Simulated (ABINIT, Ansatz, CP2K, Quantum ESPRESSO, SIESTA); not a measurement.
**CaF₂ (Fm-3m, 3 atoms in the cell) computed with different codes at matched settings**

Relaxation of cell and atoms.

```xyz
3
Lattice="0.0000 2.6905 2.6905 2.6905 0.0000 2.6905 2.6905 2.6905 0.0000" Properties=species:S:1:pos:R:3 pbc="T T T"
Ca     0.0000     0.0000     0.0000
F      4.0357     4.0357     4.0357
F      1.3452     1.3452     1.3452
```

Shared settings, as Ansatz (a first-principles code) writes them: kpoints.mp_grid.grid = 11 11 11; scf.occupations.method = fixed. Potentials and cutoffs stand in the table.

| code | model | final volume (Å³/atom) | gap on the mesh (eV) | cutoff |
|---|---|---|---|---|
| Ansatz | PBE, default PAW files | 13.94 | 7.155 | 420 eV |
| Quantum ESPRESSO | PBE, PSlibrary PAW (PBE) pseudopotentials | 13.86 | 7.178 | 55 Ry |
| CP2K | PBE, GPW, DZVP-MOLOPT-SR-GTH basis, GTH-PBE potentials (GTH_POTENTIALS) | 14.22 | 7.036 | grid 550 Ry |
| ABINIT | PBE, PAW (JTH v2.0 PBE PAW) | 13.94 | 7.146 | 24 Ha |
| SIESTA | GGA PBE, numerical atomic orbitals DZP, PseudoDojo PBE standard norm-conserving potentials (rewritten from UPF to PSML) | 14.55 | 6.451 | grid 300 Ry |

Gaps are read on the mesh.

The spread over the programs that give each value: final volume within 0.69 Å³/atom; gap on the mesh within 0.727 eV.

CP2K and SIESTA use small atom-centred bases, whose incompleteness enters pressures, forces and empty levels differently from a plane-wave cutoff. The programs treat the finite-basis stress differently while the cell relaxes: Ansatz adds an estimate of it, ABINIT smooths its cutoff (ecutsm).

The starting cell comes from a database of computed structures (which also holds hypothetical and non-ambient phases and stackings), without a prior relaxation at this level. Its lattice was rescaled by a random factor within 2.5 % of one.

Keys are those of Ansatz 0.2.
